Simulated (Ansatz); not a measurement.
Born–Oppenheimer molecular dynamics of a periodic cell of 17 atoms, Li16H (host Li, host structure bcc, interstitial H). It goes on from the last frame of an earlier run, with new velocities.

These are results of DFT PBE, scalar-relativistic, plane waves, PAW in Ansatz, not measurements. Settings: accuracy low, cutoff 420 eV, k mesh 3x3x3, fermi-dirac smearing 0.05 eV, no spin polarisation.

```json
{"ensemble": "NVT, Langevin thermostat", "time step": "0.5 fs", "steps asked": "120", "set temperature": "2100 K", "friction": "0.05 /fs", "seed": "325009"}
```

First frame:

```xyz
17
Lattice="6.9800 0.0000 0.0000 0.0000 6.9800 0.0000 0.0000 0.0000 6.9800" Properties=species:S:1:pos:R:3
Li -0.401 0.755 -0.470
Li 4.152 0.197 0.122
Li 0.496 3.546 0.177
Li -0.600 0.185 3.335
Li 1.958 0.633 1.091
Li 3.152 3.593 0.044
Li 3.478 -0.278 3.259
Li 4.678 2.364 1.686
Li 0.883 2.861 3.494
Li 1.410 5.534 1.960
Li 2.101 1.796 5.632
Li 3.672 3.779 3.829
Li 5.252 4.671 2.046
Li 4.127 1.565 4.526
Li 1.829 5.694 5.232
Li 5.631 4.875 5.866
H 5.768 0.443 4.719
```

What does the run give?

All steps were run.

| Quantity | Value |
| --- | --- |
| steps done | 120 |
| time covered | 60 fs |
| mean temperature over the second half | 2031 K |
| spread of the potential energy over the second half | 18.6 meV per atom |
| mean potential energy of the second half above the start | 0.7 meV per atom |

A run of 0.06 ps of so small a system gives no equilibrium averages. Limits of this set-up: coarse k mesh, odd electron count without spin, low accuracy level.

What happens to the structure?

Mean squared displacements from the first frame to the last, about the centre of mass: Li 0.57 Å², H 1.75 Å². The details hang on the random start.

How do temperature and energy run in time?


```tsv
time (fs)	T (K)	potential energy less start (eV)
0.0	1976	0.000
3.0	2080	0.074
6.0	1867	0.073
9.0	1957	0.145
12.0	1958	0.218
15.0	1793	0.236
18.0	1696	0.233
21.0	1289	0.199
24.0	1493	0.038
27.0	1860	-0.325
30.0	1858	-0.536
33.0	2256	-0.531
36.0	2348	-0.324
39.0	1947	-0.047
42.0	2161	-0.055
45.0	1747	-0.003
48.0	1637	0.241
51.0	1892	0.409
54.0	1797	0.337
57.0	2146	0.273
60.0	2279	0.252
```

Run time: 20 min on 1 thread of Intel(R) Xeon(R) Processor @ 2.70GHz, on a shared host, peak memory 0.6 GiB.
